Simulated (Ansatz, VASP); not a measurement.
# ZnS (Sphalerite): VASP beside Ansatz

Wanted: the spread between two codes on one cell, functional and k mesh. The cell is taken from a series of VASP runs on this material, whose earlier steps may have relaxed, scaled or displaced it; both programs get it as it stands.

Main program and level: Ansatz 0.2.0; plane waves, with VASP 6.6.1 beside it; relaxation of cell and atoms at r2SCAN.

## (1) The starting structure

The structure is cubic, space group F-43m (No. 216). The conventional cell has a = 5.388 Å, b = 5.388 Å, c = 5.388 Å, α = 90.00°, β = 90.00°, γ = 90.00°. Zn has 4 S at 2.33 Å nearest. Nearest to S lie 4 Zn at 2.33 Å. Farther neighbours and most contacts between anions are not listed.

## (2) Ansatz: relaxation of cell and atoms, r2SCAN

Ansatz runs on its default PAW (the set named soft_2) files.

The relaxed volume is the usual yardstick between codes: its relative difference is about their pressure difference at one cell divided by the bulk modulus.

input.yaml reads:

```yaml
crystal:
  lattice:
    - [0.0, 2.6940240649, 2.6940240649]
    - [2.6940240649, 0.0, 2.6940240649]
    - [2.6940240649, 2.6940240649, 0.0]
  atoms:
    - { symbol: Zn, position: [0.0, 0.0, 0.0] }
    - { symbol: S, position: [0.75, 0.75, 0.75] }
hamiltonian:
  xc: r2scan
  pseudopotentials: { kind: paw }
kpoints:
  mp_grid: { grid: [8, 8, 8] }
scf:
  occupations: { method: gaussian, width: 0.03 }
relax:
  f_tol: 0.01
  max_steps: 60
  cell: { stress_tol: 0.05 }
output:
  forces: true
  stress: true
```

Run with:

```
$ ansatz run input.yaml --threads 4 --pin off --max-ram 9216MiB --backend cpu --events-out ev --progress --plain --runs-dir out
```

Numbers of over 12 decimals in the logs are rounded to 6 here.

What it wrote:

```text
Engine: ansatz 0.2.0, aarch64-unknown-linux-gnu
Pseudopotentials: kind: paw
Pseudopotential: Zn, paw, valence charge 12, recommended cutoff 500 eV (meta_gga), Zn.paw.azcp
Pseudopotential: S, paw, valence charge 6, recommended cutoff 500 eV (meta_gga), S.paw.azcp
Functional definition: r2SCAN
  parameter k0 = 0.174
  parameter k1 = 0.065
  parameter a1 = 4.9479
  exchange = r2scan_x(k0 = k0, k1 = k1, a1 = a1)
  correlation = r2scan_c
Crystal: 2 atoms, lattice volume = 39.105 Å³
Basis set: ecut = 500 eV, 965 PW (Γ), exchange–correlation on 120×120×120 points (64 copies of the dense FFT grid, shifted against one another)
Bands: 13, of which v1, the nominal top of the filled ones, is band 9 counted from 1 (8 counted from 0)
Symmetry: 24 space group operations
Space group: F-43m (ITA 216), of the structure as read, at distance tolerance 3.4e-5 Å
k-points: 29 of 512 (time reversal used)
Non-local potential: Zn, projectors of the file, l = 0: 2, l = 1: 2, l = 2: 3, l = 3: 1
Non-local potential: S, projectors of the file, l = 0: 2, l = 1: 2, l = 2: 2
PAW form: soft (Blöchl's): semilocal exchange-correlation on the pseudo side does not see the compensation charge
PAW frozen core: Zn, regenerated for the run's functional (the file was generated under x = pbe(κ = 0.804, μ = 0.219515), c = pbe(β = 0.066725))
PAW frozen core: S, regenerated for the run's functional (the file was generated under x = pbe(κ = 0.804, μ = 0.219515), c = pbe(β = 0.066725))
PAW one-centre angular grid: Zn, 590 points (default); XC on 261 of its mesh's 2673 points in the sphere
PAW one-centre angular grid: S, 302 points (default); XC on 160 Gauss nodes
Initial density: superposition of atomic densities (neutral atoms: chi_scale 0, normalization atom), corrected by the library's trained network
Initial wavefunctions: pseudopotential atomic-orbital guess
Functional: x = r2scan, c = r2scan; τ floored in thin density (d = 2e-4 eV/Å³)
SCF iter   1: F=—  HF=-4233.452396 eV  |F-HF|=—  |Δ(HF+E_count)|=         —  Δρ=1.56e-2  dr2=4.70e-2  dr2_τ=6.64e-3  ethr=1.77e-3  ⟨swp⟩=6.0  Hψ=2349  notcnv=0
preconditioner: auto → none  [insulator: Δε(μ)=2.689 eV  Ē_g=13.091 eV  σ=0.030 eV  W_gap=1.00  n_scr=14 (ndim 8)  ℏωp=25.2 eV  f_vac=0.026  D(μ)=0.00/eV (n_scr^D=0)  ε∞_Penn≈4.7]
SCF iter   2: F=—  HF=-4233.455203 eV  |F-HF|=—  |Δ(HF+E_count)|=   2.81e-3  Δρ=4.67e-3  dr2=8.50e-3  dr2_τ=3.54e-4  ethr=2.61e-4  ⟨swp⟩=2.6  Hψ=988  notcnv=0
SCF iter   3: F=—  HF=-4233.449950 eV  |F-HF|=—  |Δ(HF+E_count)|=   5.25e-3  Δρ=2.92e-3  dr2=1.37e-3  dr2_τ=8.43e-6  ethr=4.72e-5  ⟨swp⟩=2.1  Hψ=729  notcnv=0
SCF iter   4: F=—  HF=-4233.450277 eV  |F-HF|=—  |Δ(HF+E_count)|=   3.27e-4  Δρ=2.70e-4  dr2=4.51e-5  dr2_τ=2.42e-6  ethr=7.60e-6  ⟨swp⟩=2.2  Hψ=879  notcnv=0
SCF iter   5: F=—  HF=-4233.450260 eV  |F-HF|=—  |Δ(HF+E_count)|=   1.68e-5  Δρ=1.26e-4  dr2=5.72e-6  dr2_τ=7.23e-8  ethr=2.51e-7  ⟨swp⟩=2.0  Hψ=452  notcnv=0
SCF iter   6: F=-4233.450259 eV  HF=-4233.450259 eV  |F-HF|=8.32e-9  |Δ(HF+E_count)|=   7.12e-7  Δρ=7.56e-6  dr2=1.32e-8  dr2_τ=1.83e-9  ethr=5.56e-10  ⟨swp⟩=3.6  Hψ=1668  notcnv=0
SCF 1 converged in 6 iterations: F = -4233.450259 eV  dr2 = 1.32e-8
  greatest PAW one-centre occupation: 0.983 electrons in one spin orbital (limit 2), on the Zn atom at site 0 (counted from 0), in its partial waves of l = 2
relax step   1: F+E_penalty+E_count = -4233.45025921 eV  Δ(F+E_penalty+E_count) = +0.000e0 eV  max|allowed force component| = 1.665e-16 eV/Å  Δτ_max = 0.0000 Å  P = +0.047 GPa  Ω = 39.105 Å³  (6 SCF iters, dr2 threshold 1.00e-7 eV, accepted)
Initial density: handed on by an earlier stage of this run
Initial wavefunctions: pseudopotential atomic-orbital guess (no wavefunctions were taken with the density)
iter 1 solved again at ethr=2.63e-7 eV; its pass at ethr=3.10e-3 eV (dr2=4.73e-5 eV) is discarded
SCF iter   1: F=—  HF=-4233.450260 eV  |F-HF|=—  |Δ(HF+E_count)|=         —  Δρ=7.25e-6  dr2=1.15e-8  dr2_τ=1.62e-9  ethr=2.63e-7  ⟨swp⟩=3.0  Hψ=3340  notcnv=0
eigensolver tolerance schedule: the retry pair's looser diagonalisation over-reported the residual by 4123.68 of it (diagonalisation noise at 0.54 of the residual, at the tolerance the schedule requests for it); recorded, not acted on — ethr = c·dr2/N_el stays at c = 1.0e-1
preconditioner: auto → none  [insulator: Δε(μ)=2.706 eV  Ē_g=12.900 eV  σ=0.030 eV  W_gap=1.00  n_scr=14 (ndim 8)  ℏωp=25.2 eV  f_vac=0.023  D(μ)=0.00/eV (n_scr^D=0)  ε∞_Penn≈4.8]
SCF iter   2: F=—  HF=-4233.450259 eV  |F-HF|=—  |Δ(HF+E_count)|=   1.06e-6  Δρ=3.68e-6  dr2=2.31e-9  dr2_τ=1.27e-10  ethr=6.38e-11  ⟨swp⟩=2.4  Hψ=687  notcnv=0
SCF iter   3: F=—  HF=-4233.450259 eV  |F-HF|=—  |Δ(HF+E_count)|=   4.39e-9  Δρ=2.44e-6  dr2=1.17e-9  dr2_τ=1.51e-11  ethr=1.28e-11  ⟨swp⟩=2.0  Hψ=638  notcnv=0
SCF iter   4: F=—  HF=-4233.450259 eV  |F-HF|=—  |Δ(HF+E_count)|=  4.57e-10  Δρ=4.11e-7  dr2=5.25e-11  dr2_τ=2.82e-12  ethr=6.51e-12  ⟨swp⟩=2.0  Hψ=602  notcnv=0
SCF iter   5: F=—  HF=-4233.450259 eV  |F-HF|=—  |Δ(HF+E_count)|=  3.09e-11  Δρ=2.34e-7  dr2=2.65e-11  dr2_τ=1.98e-12  ethr=1.00e-12  ⟨swp⟩=6.0  Hψ=1710  notcnv=0
SCF iter   6: F=-4233.450259 eV  HF=-4233.450259 eV  |F-HF|=2.73e-12  |Δ(HF+E_count)|=  9.09e-12  Δρ=4.15e-8  dr2=6.86e-13  dr2_τ=8.03e-15  ethr=1.00e-12  ⟨swp⟩=5.4  Hψ=1559  notcnv=0
SCF 2 converged in 6 iterations: F = -4233.450259 eV  dr2 = 6.86e-13
relax step   2: F+E_penalty+E_count = -4233.45025921 eV  Δ(F+E_penalty+E_count) = -2.924e-9 eV  max|allowed force component| = 1.573e-16 eV/Å  Δτ_max = 0.0000 Å  P = +0.047 GPa  Ω = 39.105 Å³  stress off target by 4.67e-2 GPa  SCF on the basis re-selected at this cell (its energy is not comparable with the rows above)  (6 SCF iters)
basis re-selected at this cell: Δ(F+E_penalty+E_count) = -2.924e-9 eV, ΔP = +0.000 GPa vs the last step (what re-selecting the basis moved, of the pressure what is left beyond the Pulay correction that the steps carried, after the strain that the cell walked since its last selection, with what the two solves' SCF thresholds leave and, on support functions, any second-order correction that the steps lacked; it is no m [...]
SCF converged after 6 iterations
Free energy (F): -4233.450259 eV
Harris-Foulkes:  -4233.450259 eV  (|F-HF|=2.73e-12)
Internal energy: -4233.450259 eV  (E = F + TS)
E sigma→0 (E₀):  -4233.450259 eV
Fermi energy:    6.978382 eV
--- Per-component energies (eV) ---
  E_band       = -1.007039
  E_kinetic    = 237.575955
  E_local      = -2040.781773  (includes V_loc(G=0)·N_el)
  E_nonlocal   = 646.583254
  E_hartree    = 856.248175
  E_xc         = -215.811108
  E_vxc        = -148.261329  (∫ρ·V_xc dr)
  E_paw        = -2459.882250  (= ΣΔE_a)
  E_vpaw       = -415.956027  (= ΣTr[D̂ρ^β])
  E_aug_tail   = -0.000074  (compensation charges beyond the density's cutoff)
  E_vtau       = 7.336614  (kinetic-family band-sum trace: ∫τ·v_τ [+ j·A + Jᵃ·Aᵃ] dr)
  E_ewald      = -1257.090052
  E_core_change = -0.292385  (= ΣΔE_core)
  E_smearing   = -0.000000  (= −TS)
  E_closure    = -0.000000  (closes the sum)
  Σ components = -4233.450259   (vs F -4233.450259, Δ=0.00e0)
--- Forces (eV/Å), atoms counted from 1 ---
  atom   1  Zn    -0.00000000     0.00000000    -0.00000000
  atom   2  S      0.00000000     0.00000000     0.00000000
  max |Σ_I F_I| component: 5.55e-17 eV/Å
--- Stress (GPa, compression-positive) ---
        0.046727       0.000000      -0.000000
       -0.000000       0.046727       0.000000
       -0.000000       0.000000       0.046727
  P = ⅓ Tr σ = 0.0467 GPa (0.467 kbar)
--- Relaxed structure (1 steps of the walk, 1 accepted, 1 SCFs on fresh bases) ---
  F+E_penalty+E_count = -4233.45025921 eV   max|allowed force component| = 1.573e-16 eV/Å   (the final SCF, on the basis selected at the relaxed cell)
  cell:  # Å, volume = 39.1052 Å³
    - [0.0, 2.6940240649, 2.6940240649]
    - [2.6940240649, 0.0, 2.6940240649]
    - [2.6940240649, 2.6940240649, 0.0]
  atoms:
    - { symbol: Zn, position: [0.0, 0.0, 0.0] }
    - { symbol: S, position: [0.750000, 0.750000, 0.750000] }
```

The job ended after 2.4 s (4 threads of Arm Neoverse V1, shared host; peak memory 0.45 GiB; 8.4 s of CPU time).

## (3) VASP: relaxation of cell and atoms, r2SCAN

The same cell, functional, mesh and smearing now go to VASP, with its own data sets and cutoff.

Lines of VASP's logs that name or quote its potential files are left out, and so is its time.

INCAR reads:

```
SYSTEM = ZnS
PREC = Accurate
ENCUT = 450
EDIFF = 1E-06
NELM = 100
ISMEAR = 0
SIGMA = 0.03
LREAL = .FALSE.
ALGO = Normal
METAGGA = R2SCAN
LASPH = .TRUE.
NBANDS = 15
LORBIT = 11
LWAVE = .FALSE.
LCHARG = .FALSE.
KPAR = 8
IBRION = 2
NSW = 50
ISIF = 3
EDIFFG = -0.006
```

POSCAR reads:

```
ZnS
1.0
    0.0000000000      2.6940240649      2.6940240649
    2.6940240649      0.0000000000      2.6940240649
    2.6940240649      2.6940240649      0.0000000000
Zn S
1 1
Direct
    0.0000000000      0.0000000000      0.0000000000
    0.7500000000      0.7500000000      0.7500000000
```

KPOINTS reads:

```
Automatic mesh
0
Gamma
8 8 8
0 0 0
```

The projector-augmented-wave data sets are Zn and S (PBE family, release 64).

Run with:

```
$ mpirun -np 8 vasp_std
```

What it wrote:

```text
[banner, memory and clock lines left out]
running    8 mpi-ranks, on    1 nodes
 distrk:  each k-point on    1 cores,    8 groups
 distr:  one band on    1 cores,    1 groups

 POSCAR found type information on POSCAR ZnS
 POSCAR found :  2 types and       2 ions
|                                                                             |
|           W    W    AA    RRRRR   N    N  II  N    N   GGGG   !!!           |
|           W    W   A  A   R    R  NN   N  II  NN   N  G    G  !!!           |
|           W    W  A    A  R    R  N N  N  II  N N  N  G       !!!           |
|           W WW W  AAAAAA  RRRRR   N  N N  II  N  N N  G  GGG   !            |
|           WW  WW  A    A  R   R   N   NN  II  N   NN  G    G                |
|           W    W  A    A  R    R  N    N  II  N    N   GGGG   !!!           |
|                                                                             |
|     For optimal performance we recommend to set                             |
|       NCORE = 2 up to number-of-cores-per-socket                            |
|     NCORE specifies how many cores store one orbital (NPAR=cpu/NCORE).      |
|     This setting can greatly improve the performance of VASP for DFT.       |
|     The default, NCORE=1 might be grossly inefficient on modern             |
|     multi-core architectures or massively parallel machines. Do your        |
|     Unfortunately you need to use the default for GW and RPA                |
|     calculations (for HF NCORE is supported but not extensively tested      |
|     yet).                                                                   |
|                                                                             |

|                                                                             |
|               ----> ADVICE to this user running VASP <----                  |
|                                                                             |
|     You enforced a specific xc type in the INCAR file but a different       |
|     [... a line on the potential file left out ...]
|     I HOPE YOU KNOW WHAT YOU ARE DOING!                                     |
|                                                                             |

 LDA part: xc-table for (None), standard interpolation
 POSCAR, INCAR and KPOINTS ok, starting setup
 FFT: planning ... GRIDC
 FFT: planning ... GRID_SOFT
 FFT: planning ... GRID
 WAVECAR not read
 entering main loop
       N       E                     dE             d eps       ncg     rms          rms(c)
DAV:   1     0.709247343984E+02    0.70925E+02   -0.85096E+03   870   0.133E+03
DAV:   2    -0.165099373563E+02   -0.87435E+02   -0.82088E+02   982   0.256E+02
DAV:   3    -0.218842017166E+02   -0.53743E+01   -0.53548E+01  1129   0.662E+01
DAV:   4    -0.219346144281E+02   -0.50413E-01   -0.50403E-01  1010   0.657E+00
DAV:   5    -0.219351982677E+02   -0.58384E-03   -0.58383E-03  1157   0.687E-01    0.722E+00
DAV:   6    -0.188775789085E+02    0.30576E+01   -0.15417E+00   968   0.398E+01    0.645E+00
DAV:   7    -0.188472617739E+02    0.30317E-01   -0.43515E-01  1052   0.111E+01    0.373E+00
DAV:   8    -0.188628738584E+02   -0.15612E-01   -0.32377E-02   975   0.177E+00    0.118E+00
DAV:   9    -0.188644496013E+02   -0.15757E-02   -0.30894E-03  1102   0.131E+00    0.100E-01
DAV:  10    -0.188645619607E+02   -0.11236E-03   -0.85355E-04  1017   0.317E-01    0.725E-02
DAV:  11    -0.188646032917E+02   -0.41331E-04   -0.20397E-04  1137   0.384E-01    0.270E-02
DAV:  12    -0.188646061924E+02   -0.29007E-05   -0.60510E-05  1080   0.203E-01    0.104E-02
DAV:  13    -0.188646077789E+02   -0.15865E-05   -0.62161E-06  1102   0.540E-02    0.458E-03
DAV:  14    -0.188646109853E+02   -0.32063E-05   -0.14525E-06   655   0.997E-03    0.129E-03
DAV:  15    -0.188646112658E+02   -0.28055E-06   -0.10014E-07   470   0.303E-03
   1 F= -.18864611E+02 E0= -.18864611E+02  d E =-.188646E+02
 curvature:   0.00 expect dE= 0.000E+00 dE for cont linesearch  0.000E+00
 trial: gam= 0.00000 g(F)=  0.491E-43 g(S)=  0.142E-04 ort = 0.000E+00 (trialstep = 0.100E+01)
 search vector abs. value=  0.142E-04
 bond charge predicted
       N       E                     dE             d eps       ncg     rms          rms(c)
DAV:   1    -0.188647988988E+02   -0.18791E-03   -0.21213E-03  1052   0.103E+00    0.992E-02
DAV:   2    -0.188646694129E+02    0.12949E-03   -0.44868E-04  1073   0.650E-01    0.400E-02
DAV:   3    -0.188646477108E+02    0.21702E-04   -0.15721E-05  1010   0.351E-02    0.183E-02
DAV:   4    -0.188646385677E+02    0.91432E-05   -0.23792E-06  1115   0.205E-02    0.869E-03
DAV:   5    -0.188646348672E+02    0.37004E-05   -0.65477E-07   463   0.132E-02    0.175E-03
DAV:   6    -0.188646342514E+02    0.61584E-06   -0.44492E-07   435   0.736E-03
   2 F= -.18864634E+02 E0= -.18864634E+02  d E =-.229856E-04
 trial-energy change:   -0.000023  1 .order   -0.000006   -0.000014    0.000002
 step:   0.9827(harm=  0.8770)  dis= 0.00000  next Energy=   -18.864634 (dE=-0.230E-04)
 reached required accuracy - stopping structural energy minimisation
```

OUTCAR, selected parts (step 3):

```text
ion  position               nearest neighbor table
   1  0.000  0.000  0.000-   2 2.33   2 2.33   2 2.33   2 2.33
   2  0.750  0.750  0.750-   1 2.33   1 2.33   1 2.33   1 2.33

  LATTYP: Found a face centered cubic cell.
 ALAT       =     5.3880481298

 Subroutine GETGRP returns: Found 24 space group operations
 (whereof 24 operations were pure point group operations)

The static configuration has the point symmetry T_d .

 Found     29 irreducible k-points:

   k-points           NKPTS =     29   k-points in BZ     NKDIM =     29   number of bands    NBANDS=     15

   dimension x,y,z NGX =    28 NGY =   28 NGZ =   28
   dimension x,y,z NGXF=    56 NGYF=   56 NGZF=   56

   ENCUT  =  450.0 eV  33.07 Ry    5.75 a.u.   6.59  6.59  6.59*2*pi/ulx,y,z

   NELECT =      18.0000    total number of electrons

 k-points in reciprocal lattice and weights: Automatic mesh
   0.00000000  0.00000000  0.00000000       0.002
   0.12500000  0.00000000  0.00000000       0.016
   0.25000000  0.00000000  0.00000000       0.016
   0.37500000  0.00000000  0.00000000       0.016
   0.50000000  0.00000000  0.00000000       0.008
   0.12500000  0.12500000  0.00000000       0.012
   0.25000000  0.12500000  0.00000000       0.047
   0.37500000  0.12500000  0.00000000       0.047
   0.50000000  0.12500000  0.00000000       0.047
[...]
-0.37500000  0.50000000  0.12500000       0.023
  -0.25000000  0.50000000  0.25000000       0.012

 average (electrostatic) potential at core
       1 -41.7089       2 -91.5325

 E-fermi :   2.1030

 k-point     1 :       0.0000    0.0000    0.0000
  band No.  band energies     occupation
    ...
      5      -4.0565      2.00000
      6      -4.0565      2.00000
      7       1.9243      2.00000
      8       1.9243      2.00000
      9       1.9243      2.00000
     10       4.6450      0.00000
     11       8.8188      0.00000
     12       8.8190      0.00000
     13       8.8190      0.00000
     14      14.2394      0.00000
    ...

 k-point     2 :       0.1250    0.0000    0.0000
  band No.  band energies     occupation
    ...
      5      -4.0581      2.00000
      6      -4.0581      2.00000
      7       0.8310      2.00000
      8       1.7715      2.00000
      9       1.7716      2.00000
     10       5.4347      0.00000
     11       8.7247      0.00000
     12       9.0846      0.00000
     13       9.0848      0.00000
     14      13.6250      0.00000
    ...

 k-point     3 :       0.2500    0.0000    0.0000
  band No.  band energies     occupation
    ...
      5      -4.0548      2.00000
      6      -4.0548      2.00000
      7      -0.9494      2.00000
      8       1.4375      2.00000
      9       1.4376      2.00000
     10       5.9641      0.00000
     11       9.4170      0.00000
     12       9.4567      0.00000
     13       9.4569      0.00000
     14      13.4350      0.00000
    ...

  Total        0.0019675      0.0019675      0.0019675      0.0000000     -0.0000000      0.0000000
  in kB        0.0806936      0.0806936      0.0806936      0.0000000     -0.0000000      0.0000000
  external PRESSURE =       0.0806936 kB  Pullay stress =       0.0000000 kB

  energy-cutoff  :      450.00
  volume of cell :       39.07
      direct lattice vectors                 reciprocal lattice vectors
    -0.000000000  2.693112628  2.693112628    -0.185658778  0.185658778  0.185658778
     2.693112628 -0.000000000  2.693112628     0.185658778 -0.185658778  0.185658778
     2.693112628  2.693112628  0.000000000     0.185658778  0.185658778 -0.185658778

 POSITION                                       TOTAL-FORCE (eV/Angst)
 -----------------------------------------------------------------------------------
      5.38623      5.38623      5.38623        -0.000000      0.000000     -0.000000
      4.03967      4.03967      4.03967         0.000000     -0.000000      0.000000
 -----------------------------------------------------------------------------------
    total drift:                               -0.000011     -0.000011     -0.000011

  FREE ENERGIE OF THE ION-ELECTRON SYSTEM (eV)
  ---------------------------------------------------
  free  energy   TOTEN  =       -18.8646342514 eV

  energy  without entropy=      -18.8646342514  energy(sigma->0) =      -18.86463425

 reached required accuracy - stopping structural energy minimisation

 total charge
# of ion       s       p       d       tot
------------------------------------------
    1        0.503   0.483   9.819  10.804
    2        1.302   2.470   0.000   3.772
--------------------------------------------------
tot          1.805   2.953   9.819  14.577

[... 3 further parts left out ...]
```

CONTCAR:

```
ZnS
   1.00000000000000
    -0.0000000000000000    2.6931126275313559    2.6931126275313559
     2.6931126275313559   -0.0000000000000000    2.6931126275313559
     2.6931126275313559    2.6931126275313559    0.0000000000000000
  Zn              S
     1     1
Direct
     1.0000000000000000    1.0000000000000000    1.0000000000000000
     0.7500000000000000    0.7500000000000000    0.7500000000000000
```

## (4) Side by side

Known differences besides the potentials themselves: VASP keeps PBE cores, Ansatz makes them for the functional; both relaxations stop at a tolerance, which leaves soft axes loose, and VASP keeps its plane-wave basis; the cutoff is 500 eV in Ansatz and 450 eV in VASP; Ansatz adds a Pulay correction to the stress that steers its cell, VASP none. Total energies have different zeros and are not compared.

Both answers:

| quantity | Ansatz | VASP | difference |
| --- | --- | --- | --- |
| volume (Å³) | 39.11 | 39.07 | +0.10 % |
| edge a after relaxation, in the typed setting (Å) | 3.810 | 3.809 | +0.03 % |

The walks stopped with 0.05 GPa left in Ansatz and 0.01 GPa in VASP; each walk ends within a tolerance, so the volume difference is uncertain by about these residues over the bulk modulus, most in soft cells.

## (5) Outcome

| Property | Result |
| --- | --- |
| difference in volume (relaxation of cell and atoms, r2SCAN) | 0.10 % |

What this shows: The difference in volume is 0.10 % (relaxation of cell and atoms, r2SCAN), within the 1.2 % picked in this series as the mark of a large difference, as far as the stopping tolerances let one tell. Such differences can come from data sets, numerical settings and the points named under the comparisons, not from the functional's error against experiment.

[Lines on the potential files, build, host, timing and source positions are cut from VASP's logs without a mark.]

[Logs are printed without paths, hosts, clocks, repeated set-up lines and the standing remarks that a program may print on its own settings, such as how far it seeks lower states.]

[Hosts, paths, dates, database ids (printed as entryN), source tags and the programs' standing remarks are cut or masked in the printed files.]
